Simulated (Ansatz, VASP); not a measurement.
# Two plane-wave programs on Li4F

```
Li F
1.0
     4.28213    0.00000    0.00000
    -2.14107    3.70844    0.00000
     0.00000    0.00000    5.61129
Li F
4 1
Cartesian
  0.0000 2.4723 1.3942
  0.0000 2.4723 4.2171
  2.1411 1.2361 4.2171
  2.1411 1.2361 1.3942
  0.0000 0.0000 2.8056
```

Alike in both runs: functional PBE; k mesh 6 × 6 × 6; occupations gaussian, width 0.1 eV; no spin polarisation.

Ansatz relaxed the structure, and its values are those at the end. VASP's run is a single point on that final structure, the one shown.

|  | VASP | Ansatz |
| --- | --- | --- |
| version | VASP 6.6.1 | Ansatz 0.2.0 |
| potentials or method | VASP PAW PBE potentials, release 64 (Li_sv, F) | scalar-relativistic, plane waves, PAW |
| plane-wave cutoff (eV) | 520 | 420 |
| valence electrons in the cell | 19 | 19 |

```csv
,VASP,Ansatz,Ansatz less VASP
gap on the k mesh at the Fermi level (eV),none,none,-
rms of the force components (eV/Å),0.006,0.006,-0.0002
```

A gap of «none» marks a metal or a gap that the smearing closes.

Caveats: an odd number of electrons without spin polarisation forces a metal; a magnetic or distorted state may lie lower.
